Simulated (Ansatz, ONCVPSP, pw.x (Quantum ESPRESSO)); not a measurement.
pw.x on fcc Ba: one setting changed

Potential: optimised norm-conserving Vanderbilt (ONCV), ONCVPSP 4.0.1.1 (patched build), PBE; core [Kr] 4d10, reference 5s2 5p6 6s2; waves: 5s+6s: rc 3.05 bohr, ncon 4, nbas 7, qcut 4.2 1/bohr, 2 projectors; 5p: rc 2.35 bohr, ncon 3, nbas 6, qcut 6 1/bohr, 2 projectors, debl 1.3 Ha; d scattering state at 0.18 Ha: rc 3.00 bohr, ncon 3, nbas 8, qcut 3.4 1/bohr, 3 projectors, debl 1.4 Ha; f scattering state at 0.1 Ha: rc 3.20 bohr, ncon 3, nbas 8, qcut 3.2 1/bohr, 2 projectors, debl 1.3 Ha; local part: polynomial inside 1.70 bohr (lpopt 5, dvloc0 0 Ha); core correction: Teter function, fcfact 2.75, rcfact 1.45. In the d channel the program set the typed energies aside and used 0.050, 1.450, 2.850 Ha.

The reference run (k-mesh 9³, cutoffs 50/200 Ry, Fermi–Dirac 0.01 Ry, mixing_beta 0.4, conv_thr 1e-9, no spin) gives -0.02 GPa at 64.378 Å³/atom, where all-electron LAPW gives 0.00 GPa. This run, with its own iteration cap, changes smearing to mv.

```
&control
  calculation='scf', prefix='x', pseudo_dir='./', outdir='./tmp', tstress=.true., disk_io='none'
/
&system
  ibrav=0, nat=1, ntyp=1, ecutwfc=50, ecutrho=200, nbnd=12,
  occupations='smearing', smearing='mv', degauss=0.01
/
&electrons
  conv_thr=1e-09, mixing_beta=0.4, electron_maxstep=50
/
ATOMIC_SPECIES
Ba 1.0 Ba.UPF
CELL_PARAMETERS angstrom
  0.00000000 3.18104023 3.18104023
  3.18104023 0.00000000 3.18104023
  3.18104023 3.18104023 0.00000000
ATOMIC_POSITIONS crystal
Ba 0.0000 0.0000 0.0000
K_POINTS automatic
9 9 9 0 0 0
```

```bash
pw.x < Ba.scf.in > Ba.scf.out
```

**Question.** How does the run end?

**Answer.** It converges in 7 iterations; the free energy moves by +51.8 meV/atom and the pressure by -0.09 GPa. This scheme is built to cancel the term in the square of the width that Fermi–Dirac smearing leaves in the F of a metal.

```
Message from routine setup:
     using ibrav=0 with symmetry is DISCOURAGED, use correct ibrav instead
     lattice parameter (alat)  =       8.5013  a.u.
     unit-cell volume          =     434.4443 (a.u.)^3
     number of electrons       =        10.00
     number of Kohn-Sham states=           12
     kinetic-energy cutoff     =      50.0000  Ry
     charge density cutoff     =     200.0000  Ry
     scf convergence threshold =      1.0E-09
     Exchange-correlation= PBE
     number of k points=    35  Marzari-Vanderbilt smearing, width (Ry)=  0.0100
     iteration #  1     ecut=    50.00 Ry     beta= 0.40
     c_bands:  1 eigenvalues not converged
     c_bands:  1 eigenvalues not converged
     c_bands:  1 eigenvalues not converged
     c_bands:  1 eigenvalues not converged
     c_bands:  1 eigenvalues not converged
     total energy              =     -55.19183097 Ry
     estimated scf accuracy    <       0.00116275 Ry
     iteration #  2     ecut=    50.00 Ry     beta= 0.40
     total energy              =     -55.19186249 Ry
     estimated scf accuracy    <       0.00035952 Ry
     iteration #  3     ecut=    50.00 Ry     beta= 0.40
     total energy              =     -55.19189033 Ry
     estimated scf accuracy    <       0.00001124 Ry
     iteration #  4     ecut=    50.00 Ry     beta= 0.40
     total energy              =     -55.19189303 Ry
     estimated scf accuracy    <       0.00000029 Ry
     iteration #  5     ecut=    50.00 Ry     beta= 0.40
     total energy              =     -55.19189315 Ry
     estimated scf accuracy    <       0.00000004 Ry
     iteration #  6     ecut=    50.00 Ry     beta= 0.40
     total energy              =     -55.19189316 Ry
     estimated scf accuracy    <          1.7E-09 Ry
     iteration #  7     ecut=    50.00 Ry     beta= 0.40
     the Fermi energy is     5.7087 ev
!    total energy              =     -55.19189316 Ry
     estimated scf accuracy    <          5.9E-10 Ry
     smearing contrib. (-TS)   =      -0.00044328 Ry
     The total energy is F=E-TS. E is the sum of the following terms:
     one-electron contribution =     -14.32900073 Ry
     hartree contribution      =       9.13354886 Ry
     xc contribution           =     -11.86060280 Ry
     ewald contribution        =     -38.13539522 Ry
     convergence has been achieved in   7 iterations
          total   stress  (Ry/bohr**3)                   (kbar)     P=       -1.10
     Message from routine punch:
     Nothing written, as per user request (disk_io='none')
```

The run took about 34 s on one core of a shared host (Neoverse-N1, 64 threads, 124 GiB, load 56).
